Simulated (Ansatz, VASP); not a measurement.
Given: the input of a run of VASP 6.6.1 on ZnSe (Stilleite). 

The input INCAR:

```
  PREC = Accurate
  ENCUT = 520
  EDIFF = 1E-6
  ISMEAR = 0
  SIGMA = 0.024
  LREAL = F
  LASPH = T
  NELM = 100
  ALGO = Normal
  ISIF = 2
  LWAVE = F
  LCHARG = F
  GGA = PE
```

Contents of KPOINTS:

```
Automatic mesh
0
Gamma
  8 8 8
```

POSCAR

```
ZnSe
1.0
    0.0000000000      2.8338000000      2.8338000000
    2.8338000000      0.0000000000      2.8338000000
    2.8338000000      2.8338000000      0.0000000000
Se Zn
1 1
Direct
    0.7500000000      0.7500000000      0.7500000000
    0.0000000000      0.0000000000      0.0000000000
```

Potentials or basis: VASP PAW PBE potentials, release 64 (Se, Zn).

Launch:

```bash
$ cat potpaw_PBE.64/Se/POTCAR potpaw_PBE.64/Zn/POTCAR > POTCAR
$ mpirun -np 1 vasp_std > vasp.out
```

Set up the same calculation for Ansatz 0.2.0. Potentials or basis there: all-electron LAPW, scalar-relativistic.

As run (cutoffs and basis follow the program's own potentials, and thresholds, step limits or extra output files can differ):

input.yaml

```yaml
crystal:
  lattice:
    - [0.0, 2.8338, 2.8338]
    - [2.8338, 0.0, 2.8338]
    - [2.8338, 2.8338, 0.0]
  atoms:
    - { symbol: Se, position: [0.75, 0.75, 0.75] }
    - { symbol: Zn, position: [0.0, 0.0, 0.0] }
kpoints:
  mp_grid: { grid: [8, 8, 8] }
scf:
  occupations: { method: gaussian, width: 0.024 }
hamiltonian:
  xc: pbe
  pseudopotentials: { kind: all_electron, lapw: { basis_error: 0.001 } }
output:
  forces: true
  stress: true
  eigenvalues: true
```

Potentials or basis: all-electron LAPW, scalar-relativistic.

Launch:

```sh
$ ansatz run input.yaml --threads 1 --pin off --max-ram 3072MiB --backend cpu --events-out ev --progress --plain --runs-dir out
```

Both were run:

|  | VASP | Ansatz |
| --- | --- | --- |
| Pressure | 2.4 GPa | 2.1 GPa |

Where Ansatz's input types no cutoff or centring, it takes its own default and a Γ-centred mesh.

Pressure is positive in compression.
